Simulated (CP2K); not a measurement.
# CdTe under changes of volume

One of the cells (32.922 Å³/atom); the others are scaled copies at fixed shape and fractional positions:

```
CELL_PARAMETERS angstrom
4.53255 0.00000 0.00000
2.26628 3.92531 0.00000
2.26628 1.30844 3.70082
ATOMIC_POSITIONS crystal
Te 0.75000 0.75000 0.75000
Cd 0.00000 0.00000 0.00000
```

| Property | Result |
| --- | --- |
| Program | CP2K 2026.2 |
| Functional | PBEsol |
| Potentials or basis | POTENTIAL_UZH Te GTH-PBE-q6, Cd GTH-PBE-q12; TZVP-MOLOPT-PBE-GTH basis |
| Density cutoff | 6123 eV |
| k mesh | 7 × 7 × 7 |
| Occupations | fermi-dirac, width 0.0259 eV |
| Spin | no spin polarisation |

| volume (Å³/atom) | energy over the lowest point (meV/atom) | pressure (GPa) | gap on the mesh (eV) |
| --- | --- | --- | --- |
| 30.947 | ? | ? | ? |
| 31.605 | 50.94 | 5.3 | 0.85 |
| 32.263 | 31.75 | 4.0 | 0.79 |
| 32.922 | 17.54 | 2.9 | 0.73 |
| 33.580 | 7.83 | 1.9 | 0.67 |
| 34.239 | 2.10 | 0.9 | 0.61 |
| 34.897 | 0.00 | 0.1 | 0.56 |

Problem. What does the run at 30.947 Å³/atom give?

Solution. Energy over the lowest point 75.70 meV/atom; pressure 6.8 GPa; gap on the mesh 0.91 eV.

Worked out: A Birch-Murnaghan fit of order 3 (a polynomial in V^(-2/3)) to the other rows has its minimum at 34.99 Å³/atom, just outside them, with B0 = V·E''(V) = 41 GPa and B' = 4.8. It gives 75.70 meV/atom at 30.947 Å³/atom, against the run's 75.70, and -dE/dV = 6.8 GPa, against 6.8. A straight line through the other rows of the gap, of slope -2.96 eV per unit of ln V (its deformation potential), extrapolates to 0.91 eV, against the run's 0.91.

Energies are extrapolated to zero smearing.

Caveats: the potentials were made for another functional, which shifts forces and pressure; spin-orbit coupling is left out, which moves the levels of the heavy elements; the basis of atomic orbitals isn't converged, which shifts pressures, moduli and gaps.
